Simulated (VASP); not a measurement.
# W7S16 (a cell with a defect) in VASP: a series of runs

Runs on W7S16 (a cell with a defect). Level: PBEsol. Tasks: single point.

All numbers are computed with VASP 6.6.1; they aren't measurements. Logs are shortened: lines on timing, memory, paths and dates and some standing lists are left out, and cuts for length are marked.

## 1. The crystal as given

The cell holds a defect, 23 atoms: a = 6.306 Å, b = 6.306 Å, c = 12.323 Å, α = 90.00°, β = 90.00°, γ = 120.00°.

## 2. Single point, PBEsol, collinear spin, ferromagnetic start

Contents of INCAR:

```
PREC = Accurate
ENCUT = 350
EDIFF = 1E-5
ISMEAR = 0
SIGMA = 0.03
LREAL = Auto
LASPH = True
NELM = 120
ALGO = Normal
ISIF = 2
LWAVE = False
LCHARG = False
ISPIN = 2
MAGMOM = 0 0 0 0 0 0 0 0 0 0 0 0.33 0.33 0.33 0 0 0 0 0 0.33 0.33 0.33 0
LORBIT = 11
LMAXMIX = 4
GGA = PS
NBANDS = 118
KPAR = 4
```

Contents of KPOINTS:

```
Automatic mesh
0
Gamma
  3 3 2
```

Contents of POSCAR:

```
W7S16
1.0
    6.3064000000      0.0000000000      0.0000000000
   -3.1532000000      5.4615026064      0.0000000000
    0.0000000000      0.0000000000     12.3230000000
W S
7 16
Direct
    0.1666666667      0.8333333333      0.2500000000
    0.6666666667      0.3333333333      0.2500000000
    0.6666666667      0.8333333333      0.2500000000
    0.3333333333      0.1666666667      0.7500000000
    0.3333333333      0.6666666667      0.7500000000
    0.8333333333      0.1666666667      0.7500000000
    0.8333333333      0.6666666667      0.7500000000
    0.1666666667      0.3333333333      0.6225000000
    0.1666666667      0.8333333333      0.6225000000
    0.6666666667      0.3333333333      0.6225000000
    0.6666666667      0.8333333333      0.6225000000
    0.3333333333      0.1666666667      0.1225000000
    0.3333333333      0.6666666667      0.1225000000
    0.8333333333      0.1666666667      0.1225000000
    0.8333333333      0.6666666667      0.1225000000
    0.1666666667      0.3333333333      0.8775000000
    0.1666666667      0.8333333333      0.8775000000
    0.6666666667      0.3333333333      0.8775000000
    0.6666666667      0.8333333333      0.8775000000
    0.3333333333      0.1666666667      0.3775000000
    0.3333333333      0.6666666667      0.3775000000
    0.8333333333      0.1666666667      0.3775000000
    0.8333333333      0.6666666667      0.3775000000
```

Potentials or basis: VASP PAW PBE potentials, release 64 (W_sv, S).

The run is started by

```
$ cat potpaw_PBE.64/W_sv/POTCAR potpaw_PBE.64/S/POTCAR > POTCAR
$ mpirun -np 4 vasp_std > vasp.out
```

OUTCAR:

```text
PREC = Accurate
   ENCUT = 350
   EDIFF = 1E-5
   ISMEAR = 0
   LREAL = Auto
   LASPH = True
   NELM = 120
   ISIF = 2
   ISPIN = 2
   LORBIT = 11
   GGA = PS

 ion  position               nearest neighbor table
   1  0.167  0.833  0.250-  13 2.40  21 2.40  20 2.40  12 2.40  15 2.40  23 2.40   2 3.15   2 3.15
                             3 3.15   3 3.15
   2  0.667  0.333  0.250-  14 2.40  22 2.40  15 2.40  23 2.40  12 2.40  20 2.40   1 3.15   3 3.15
                             3 3.15   1 3.15
   3  0.667  0.833  0.250-  15 2.40  23 2.40  22 2.40  14 2.40  13 2.40  21 2.40   2 3.15   2 3.15
                             1 3.15   1 3.15
   4  0.333  0.167  0.750-   8 2.40  16 2.40   9 2.40  17 2.40  10 2.40  18 2.40   5 3.15   7 3.15
                             5 3.15   7 3.15   6 3.15   6 3.15
   5  0.333  0.667  0.750-   9 2.40  17 2.40  16 2.40   8 2.40  11 2.40  19 2.40   4 3.15   6 3.15
                             4 3.15   6 3.15   7 3.15   7 3.15
   6  0.833  0.167  0.750-  10 2.40  18 2.40  11 2.40  19 2.40   8 2.40  16 2.40   5 3.15   7 3.15
                             7 3.15   5 3.15   4 3.15   4 3.15
   7  0.833  0.667  0.750-  11 2.40  19 2.40  18 2.40  10 2.40   9 2.40  17 2.40   4 3.15   6 3.15
                             6 3.15   4 3.15   5 3.15   5 3.15
   8  0.167  0.333  0.623-   4 2.40   5 2.40   6 2.40
   9  0.167  0.833  0.623-   5 2.40   4 2.40   7 2.40
  10  0.667  0.333  0.623-   6 2.40   7 2.40   4 2.40
  11  0.667  0.833  0.623-   7 2.40   6 2.40   5 2.40
  12  0.333  0.167  0.123-   1 2.40   2 2.40
  13  0.333  0.667  0.123-   1 2.40   3 2.40
  14  0.833  0.167  0.123-   2 2.40   3 2.40
  15  0.833  0.667  0.123-   3 2.40   2 2.40   1 2.40
  16  0.167  0.333  0.877-   4 2.40   5 2.40   6 2.40
  17  0.167  0.833  0.877-   5 2.40   4 2.40   7 2.40
  18  0.667  0.333  0.877-   6 2.40   7 2.40   4 2.40
  19  0.667  0.833  0.877-   7 2.40   6 2.40   5 2.40
  20  0.333  0.167  0.377-   1 2.40   2 2.40
  21  0.333  0.667  0.377-   1 2.40   3 2.40
  22  0.833  0.167  0.377-   2 2.40   3 2.40
  23  0.833  0.667  0.377-   3 2.40   2 2.40   1 2.40

  LATTYP: Found a hexagonal cell.
 ALAT       =     6.3064000000
 C/A-ratio  =     1.9540466827

  Lattice vectors:

 A1 = (   6.3064000000,   0.0000000000,   0.0000000000)
 A2 = (  -3.1532000000,   5.4615026064,   0.0000000000)
 A3 = (   0.0000000000,   0.0000000000,  12.3230000000)

Analysis of symmetry for initial positions (statically):
=====================================================================
 Subroutine PRICEL returns:
 Original cell was already a primitive cell.

 Routine SETGRP: Setting up the symmetry group for a
 hexagonal supercell.

 Subroutine GETGRP returns: Found 12 space group operations
 (whereof  2 operations were pure point group operations)
 out of a pool of 24 trial point group operations.

The static configuration has the point symmetry C_1h.
 The point group associated with its full space group is D_3h.

Analysis of symmetry for dynamics (positions and initial velocities):
=====================================================================
 Subroutine PRICEL returns:
 Original cell was already a primitive cell.

 Routine SETGRP: Setting up the symmetry group for a
 hexagonal supercell.

 Subroutine GETGRP returns: Found 12 space group operations
 (whereof  2 operations were pure point group operations)
 out of a pool of 24 trial point group operations.

The dynamic configuration has the point symmetry C_1h.
 The point group associated with its full space group is D_3h.

Analysis of structural, dynamic, and magnetic symmetry:
=====================================================================
 Subroutine PRICEL returns:
 Original cell was already a primitive cell.

 Routine SETGRP: Setting up the symmetry group for a
 hexagonal supercell.

 Subroutine GETGRP returns: Found 12 space group operations
 (whereof  2 operations were pure point group operations)
 out of a pool of 24 trial point group operations.

The overall configuration has the point symmetry C_1h.
 The point group associated with its full space group is D_3h.
[... 105 lines left out ...]
   number of dos      NEDOS =    301   number of ions     NIONS =     23
   total plane-waves  NPLWV = 128000
   dimension x,y,z NGX =    40 NGY =   40 NGZ =   80
   dimension x,y,z NGXF=    80 NGYF=   80 NGZF=  160
   ions per type =               7  16
   NGX,Y,Z   is equivalent  to a cutoff of  10.54, 10.54, 10.79 a.u.
   NGXF,Y,Z  is equivalent  to a cutoff of  21.09, 21.09, 21.59 a.u.
 SYSTEM =  unknown system
   PREC   = accura    normal or accurate (medium, high low for compatibility)
   ISTART =      0    job   : 0-new  1-cont  2-samecut
   ICHARG =      2    charge: 1-file 2-atom 10-const
   ISPIN  =      2    spin polarized calculation?
   LNONCOLLINEAR =      F non collinear calculations
   LSORBIT =      F    spin-orbit coupling
   LASPH  =      T    aspherical Exc in radial PAW
   ENCUT  =  350.0 eV  25.72 Ry    5.07 a.u.   9.62  9.62 18.80*2*pi/ulx,y,z
   NELM   =    120;   NELMIN=  2; NELMDL= -5     # of ELM steps
   EDIFF  = 0.1E-04   stopping-criterion for ELM
   LREAL  =      T    real-space projection
   EDIFFG = 0.1E-03   stopping-criterion for IOM
   NSW    =      0    number of steps for IOM
   IBRION =     -1    ionic relax: 0-MD 1-quasi-New 2-CG
   NFREE  =      0    steps in history (QN), initial steepest desc. (CG)
   ISIF   =      2    stress and relaxation
   ISYM   =      2    0-nonsym 1-usesym 2-fastsym
   POTIM  = 0.5000    time-step for ionic-motion
   TEBEG  =    0.0;   TEEND  =   0.0 temperature during run
   PSTRESS=    0.0 pullay stress
   NELECT =     194.0000    total number of electrons
   NUPDOWN=      -1.0000    fix difference up-down
   EMIN   =  10.00;   EMAX   =-10.00  energy-range for DOS
   EFERMI =   0.00;   METHOD = LEGACY
   ISMEAR =     0;   SIGMA  =   0.03  broadening in eV -4-tet -1-fermi 0-gaus
   EFERMI_NEDOS =   21; number of points for ismear=-14 and -15
   IALGO  =     38    algorithm
   IMIX   =      4    mixing-type and parameters
     AMIX     =   0.40;   BMIX     =  1.00
     AMIX_MAG =   1.60;   BMIX_MAG =  1.00
  volume/ion in A,a.u.               =      18.45       124.53
  Fermi-wavevector in a.u.,A,eV,Ry     =   1.261069  2.383074 21.637263  1.590294
  Thomas-Fermi vector in A             =   2.394546
   LORBIT       =     11    0 simple, 1 ext, 2 COOP (PROOUT), +10 PAW based schemes
   GGA     = PS    functional components
   LHFCALC =     F    Hartree Fock is set to
   AEXX    =    0.0000 exact exchange contribution
   IVDW    =     0    specifies the selected vdW correction
   LEPSILON=     F    determine dielectric tensor
   LRPA    =     F    only Hartree local field effects (RPA)
 spin polarized calculation
 Gauss-broadening in eV      SIGMA  =   0.03
  energy-cutoff  :      350.00
  volume of cell :      424.43
 maximum number of plane-waves:      6374
 NGX is ok and might be reduce to    40
   NGX = 19   NGY = 19   NGZ = 37

 number of electron     194.0000004 magnetization       1.1399394

 Free energy of the ion-electron system (eV)
  ---------------------------------------------------
  ext. energy  EPLUGINS =         0.00000000
  ---------------------------------------------------
  free energy    TOTEN  =      -181.70678392 eV

  energy without entropy =     -181.69908929  energy(sigma->0) =     -181.70293660

 E-fermi :   6.5201     XC(G=0): -10.8739

 val. band max:        6.5160507083   @ k =   0.0000   0.0000   0.5000
 cond. band min:       6.5252537118   @ k =   0.3333  -0.0000   0.0000
 fundamental gap:      0.0092030035
 Fermi energy:         6.5201474185

 spin component 1

 k-point     1 :       0.0000    0.0000    0.0000
  band No.  band energies     occupation
      1     -68.1135      1.00000
      2     -68.0990      1.00000
      3     -68.0990      1.00000
      4     -67.7824      1.00000
      5     -67.7647      1.00000
      6     -67.7647      1.00000
[... 661 lines left out ...]
    108       8.7547      0.00000
    109       8.9676      0.00000
 Fermi energy:         6.5201474185

 spin component 2

 k-point     1 :       0.0000    0.0000    0.0000
  band No.  band energies     occupation
      1     -68.0595      1.00000
      2     -68.0452      1.00000
      3     -68.0452      1.00000
      4     -67.7804      1.00000
      5     -67.7625      1.00000
      6     -67.7625      1.00000
[... 661 lines left out ...]
    108       8.8385      0.00000
    109       8.9818      0.00000
 [bands above 109 left out]

------------------------ aborting loop because EDIFF is reached ----------------------------------------

  FORCE on cell =-STRESS in cart. coord.  units (eV):
  Direction    XX          YY          ZZ          XY          YZ          ZX
  --------------------------------------------------------------------------------------
  -------------------------------------------------------------------------------------
  Total       -5.3905147     -5.3905147     -6.3209055      0.0000000      0.0000000     -0.0000000
  in kB      -20.3484208    -20.3484208    -23.8605127      0.0000000      0.0000000     -0.0000000
  external PRESSURE =     -21.5191181 kB  Pullay stress =       0.0000000 kB

 VOLUME and BASIS-vectors are now :
 -----------------------------------------------------------------------------
  energy-cutoff  :      350.00
  volume of cell :      424.43
      direct lattice vectors                 reciprocal lattice vectors
     6.306400000  0.000000000  0.000000000     0.158569073  0.091549897  0.000000000
    -3.153200000  5.461502606  0.000000000     0.000000000  0.183099794  0.000000000
     0.000000000  0.000000000 12.323000000     0.000000000  0.000000000  0.081149071

 POSITION                                       TOTAL-FORCE (eV/Angst)
 -----------------------------------------------------------------------------------
     -1.57660      4.55125      3.08075         0.899116      0.519105      0.000000
      3.15320      1.82050      3.08075         0.000000     -1.038210      0.000000
      1.57660      4.55125      3.08075        -0.899116      0.519105      0.000000
      1.57660      0.91025      9.24225        -0.018663      0.010775      0.000000
     -0.00000      3.64100      9.24225        -0.000000     -0.021550      0.000000
      4.72980      0.91025      9.24225         0.018663      0.010775      0.000000
[... 15 lines left out ...]
      4.72980      0.91025      4.65193        -0.113291     -0.065409     -0.543382
      3.15320      3.64100      4.65193        -0.000000     -0.000000     -0.303947
 -----------------------------------------------------------------------------------
    total drift:                                0.000001     -0.000001      0.000000

  FREE ENERGIE OF THE ION-ELECTRON SYSTEM (eV)
  ---------------------------------------------------
  free  energy   TOTEN  =      -181.7067839209 eV

  energy  without entropy=     -181.6990892870  energy(sigma->0) =     -181.70293660

 total charge

# of ion       s       p       d       tot
------------------------------------------
    1        2.339   6.328   3.335  12.002
    2        2.339   6.328   3.335  12.002
    3        2.339   6.328   3.335  12.002
    4        2.324   6.335   3.407  12.066
    5        2.324   6.335   3.407  12.066
    6        2.324   6.335   3.407  12.066
[... 15 lines left out ...]
   22        1.368   2.262   0.000   3.630
   23        1.359   2.321   0.000   3.680
--------------------------------------------------
tot         38.078  81.257  23.634 142.969

 magnetization (x)

# of ion       s       p       d       tot
------------------------------------------
    1        0.002   0.004   0.111   0.117
    2        0.002   0.004   0.111   0.117
    3        0.002   0.004   0.111   0.117
    4        0.000   0.000   0.005   0.005
    5        0.000   0.000   0.005   0.005
    6        0.000   0.000   0.005   0.005
[... 15 lines left out ...]
   22        0.002   0.061   0.000   0.064
   23       -0.000   0.007   0.000   0.006
--------------------------------------------------
tot          0.023   0.402   0.348   0.773
```

Run time: 2 min. Hardware: 4 MPI ranks of Intel Xeon 6975P-C (Granite Rapids), shared host; peak memory 0.56 GiB.

What came out:

```
Free energy                                           : -181.7068 eV
Pressure                                              : -2.2 GPa
Largest force                                         : 1.038 eV/Å
Band gap on the k mesh                                : none (metal or under the smearing width)
Net moment                                            : 1.14 μB per cell
Site moments                                          : W +0.12, +0.01, +0.00; S +0.00, +0.06, +0.01 μB
Valence electrons inside the program's atomic spheres : W 12.00, 12.07; S 3.69, 3.63, 3.68
```

Forces in eV/Å, atoms in the order of the input:
```
W    0.899  0.519  0.000
W    0.000 -1.038  0.000
W   -0.899  0.519  0.000
W   -0.019  0.011  0.000
W    0.000 -0.022  0.000
W    0.019  0.011  0.000
W    0.000  0.000  0.000
S    0.000  0.000  0.140
S    0.004  0.002  0.124
S    0.000 -0.005  0.124
S   -0.004  0.002  0.124
S    0.113 -0.065  0.543
S    0.000  0.131  0.543
S   -0.113 -0.065  0.543
S    0.000  0.000  0.304
S    0.000  0.000 -0.140
S    0.004  0.002 -0.124
S    0.000 -0.005 -0.124
S   -0.004  0.002 -0.124
S    0.113 -0.065 -0.543
S    0.000  0.131 -0.543
S   -0.113 -0.065 -0.543
S    0.000  0.000 -0.304
```

Caveat: the k mesh is coarse (spacing up to 0.38 Å⁻¹), so the values aren't converged; the PAW data sets were made with another functional, which shifts forces and pressure a little. The run has no spin-orbit coupling, so splittings on W are missing.

## 3. Single point, PBEsol, collinear spin, ferromagnetic start

Changes to INCAR since step 2:

```diff
@@ -13,3 +13,3 @@
 ISPIN = 2
-MAGMOM = 0 0 0 0 0 0 0 0 0 0 0 0.33 0.33 0.33 0 0 0 0 0 0.33 0.33 0.33 0
+MAGMOM = 0 0 0 0 0 0 0 0 0 0 0 0.07 0.07 0.07 0 0 0 0 0 0.07 0.07 0.07 0
 LORBIT = 11
```

KPOINTS is that of step 2.

POSCAR is that of step 2.

Potentials or basis: VASP PAW PBE potentials, release 64 (W_sv, S).

The run is started by

```
$ cat potpaw_PBE.64/W_sv/POTCAR potpaw_PBE.64/S/POTCAR > POTCAR
$ mpirun -np 4 vasp_std > vasp.out
```

It took 2 min on 4 MPI ranks of Intel Xeon 6975P-C (Granite Rapids), shared host; peak memory 0.57 GiB.

Results (log left out):

- Free energy: -181.7068 eV
- Pressure: -2.1 GPa
- Largest force: 1.038 eV/Å
- Band gap on the k mesh: none (metal or under the smearing width)
- Net moment: 1.16 μB per cell
- Site moments: W +0.12, +0.01, +0.00; S +0.00, +0.06, +0.01 μB
- Valence electrons inside the program's atomic spheres: W 12.00, 12.07; S 3.69, 3.63, 3.68

Forces in eV/Å, atoms in the order of the input:
```
W    0.899  0.519  0.000
W    0.000 -1.038  0.000
W   -0.899  0.519  0.000
W   -0.019  0.011  0.000
W    0.000 -0.021  0.000
W    0.019  0.011  0.000
W    0.000  0.000  0.000
S    0.000  0.000  0.141
S    0.004  0.002  0.124
S    0.000 -0.005  0.124
S   -0.004  0.002  0.124
S    0.114 -0.066  0.544
S    0.000  0.132  0.544
S   -0.114 -0.066  0.544
S    0.000  0.000  0.305
S    0.000  0.000 -0.141
S    0.004  0.002 -0.124
S    0.000 -0.005 -0.124
S   -0.004  0.002 -0.124
S    0.114 -0.066 -0.544
S    0.000  0.132 -0.544
S   -0.114 -0.066 -0.544
S    0.000  0.000 -0.305
```

Stress tensor (GPa, compression positive):
```
-2.02  0.00  0.00
 0.00 -2.02  0.00
 0.00  0.00 -2.37
```

Levels at points of the mesh, in eV from the Fermi level:
Spin up:
```
           k point  band 93  band 94  band 95  band 96  band 97  band 98  band 99  band 100  band 101  band 102
(0.00, 0.00, 0.00)    -1.07    -1.06    -0.59    -0.59    -0.30     0.29     0.29      0.97      2.36      2.58
(0.00, 0.00, 0.50)    -1.09    -0.90    -0.60    -0.60    -0.02     0.30     0.30      0.97      2.36      2.57
```
Spin down:
```
           k point  band 93  band 94  band 95  band 96  band 97  band 98  band 99  band 100  band 101  band 102
(0.00, 0.00, 0.00)    -0.93    -0.93    -0.46    -0.46    -0.26     0.46     0.46      1.12      2.47      2.58
(0.00, 0.00, 0.50)    -0.95    -0.84    -0.46    -0.46     0.00     0.47     0.47      1.13      2.47      2.57
```

Caveat: the k mesh is coarse (spacing up to 0.38 Å⁻¹), so the values aren't converged; the PAW data sets were made with another functional, which shifts forces and pressure a little.

(Part 1 of 2 ends here.)
